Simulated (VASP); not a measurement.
NbC2: relaxation of cell and atoms with PBE

The system is NbC2.

```
Nb C
1.0
     3.31536    0.00000    0.00000
    -1.65768    2.87119    0.00000
     0.00000    0.00000    5.16712
Nb C
1 2
Cartesian
  0.0000 0.0000 0.0000
  0.0000 1.9141 1.8338
  0.0000 1.9141 3.3334
```

The cell was built by a generator and needn't be a form met in nature.

```json
{
  "Program": "VASP 6.6.1",
  "Task": "relaxation of cell and atoms",
  "Functional": "PBE",
  "Potentials or basis": "VASP PAW PBE potentials, release 64 (Nb_sv, C)",
  "Cutoff": "520 eV",
  "k mesh": "7 × 7 × 4",
  "Occupations": "gaussian, width 0.15 eV",
  "Spin": "no spin polarisation",
  "Further INCAR settings": "PREC = Normal; ALGO = Fast; EDIFF = 0.0001; IBRION = 2; EDIFFG = -0.08; NSW = 24; ISIF = 3"
}
```

- Relaxed volume: 11.37 Å³/atom
- Relaxed cell: a = 3.173 Å, b = 3.173 Å, c = 3.912 Å, α = 90.00°, β = 90.00°, γ = 120.00°
- Space group after relaxing (to 0.05 Å): P-6m2 (No. 187)
- Energy gained by relaxing: 1181.8 meV/atom
- Ionic steps: 21
- Pressure after relaxing: -0.2 GPa
- Largest force after relaxing: 0.028 eV/Å
- Band gap on the k mesh: none (metal or under the smearing width)

Forces on the atoms (eV/Å):
```
Nb   0.000  0.000  0.000
C    0.000  0.000 -0.028
C    0.000  0.000  0.028
```

Stress tensor (GPa, compression positive):
```
-0.39  0.00  0.00
 0.00 -0.39  0.00
 0.00  0.00  0.08
```

The path:
```csv
step,energy change (eV),largest force (eV/Å),pressure (GPa),volume (Å³)
1,0.0000,3.9585,-41.64,49.19
2,44.9220,276.4361,521.43,23.76
3,0.5173,4.1779,-41.67,47.37
4,-0.5539,4.2423,-42.04,45.68
5,-2.8353,11.0439,16.25,33.80
6,-2.9743,1.1316,-22.98,38.50
7,-3.2341,1.8596,-12.98,36.70
8,-3.2535,3.1659,-8.19,36.11
9,-3.0410,4.2123,15.89,31.38
10,-3.4461,0.3928,-1.78,34.18
11,-3.4495,2.0860,11.90,32.69
12,-3.4797,0.7462,4.55,33.43
13,-3.5321,0.3662,2.41,33.62
14,-3.5341,0.6275,2.01,33.66
15,-3.5079,0.9606,1.21,34.31
16,-3.5440,0.0568,1.53,33.89
17,-3.5452,0.1088,-0.42,34.22
18,-3.5454,0.0918,-0.45,34.16
19,-3.5454,0.0875,-0.15,34.11
20,-3.5451,0.1689,0.48,34.13
21,-3.5455,0.0281,-0.24,34.12
```

Final structure:
```
Nb C
1.0
     3.17329    0.00000    0.00000
    -1.58665    2.74815    0.00000
     0.00000    0.00000    3.91249
Nb C
1 2
Direct
  0.00000 0.00000 0.00000
  0.33333 0.66667 0.33067
  0.33333 0.66667 0.66933
```

Levels at points of the mesh, in eV from the Fermi level:
| k point | band 7 | band 8 | band 9 | band 10 | band 11 | band 12 | band 13 | band 14 |
| --- | --- | --- | --- | --- | --- | --- | --- | --- |
| (0.00, 0.00, 0.00) | -5.56 | -3.68 | -3.68 | 0.20 | 0.33 | 0.33 | 2.72 | 2.72 |
| (0.00, 0.00, 0.50) | -2.86 | -2.86 | -1.80 | -1.67 | -1.67 | -0.08 | 2.88 | 2.88 |

Wall time 3 min on 1 thread of Intel(R) Xeon(R) Platinum 8259CL CPU @ 2.50GHz (Skylake/Cascade Lake), with other jobs on the host, peak memory 0.15 GiB.

Caveat: the volume moved by over 15 % at a fixed basis, so the end points are rough; the relaxation stopped at a loose force limit of 0.08 eV/Å, so its end isn't a converged minimum.
